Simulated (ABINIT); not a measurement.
The system is NaH.

```
Na H
1.0
     0.00000    2.44000    2.44000
     2.44000    0.00000    2.44000
     2.44000    2.44000    0.00000
Na H
1 1
Direct
  0.00000 0.00000 0.00000
  0.50000 0.50000 0.50000
```

Base run:

- Program: ABINIT 10.8.3 (patched build)
- Functional: PBEsol
- Potentials or basis: SPMS NC PBE v1.0
- Cutoff: 599 eV
- k mesh: 6 × 6 × 6
- Occupations: fixed
- Spin: no spin polarisation

Its results: band gap on the k mesh 3.57 eV, indirect (least direct gap 4.39 eV); pressure -1.2 GPa.

Q: The run is repeated on the same cell with these changes: functional from PBEsol to PBE. What comes out?

A: Band gap on the k mesh 3.75 eV, indirect (least direct gap 4.53 eV); pressure -0.9 GPa.

PBE binds less tightly than PBEsol, so the same cell stands under more pressure.

Caveats: the potentials were made for another functional, which shifts forces and pressure (some runs).

A k mesh can miss the band edges.
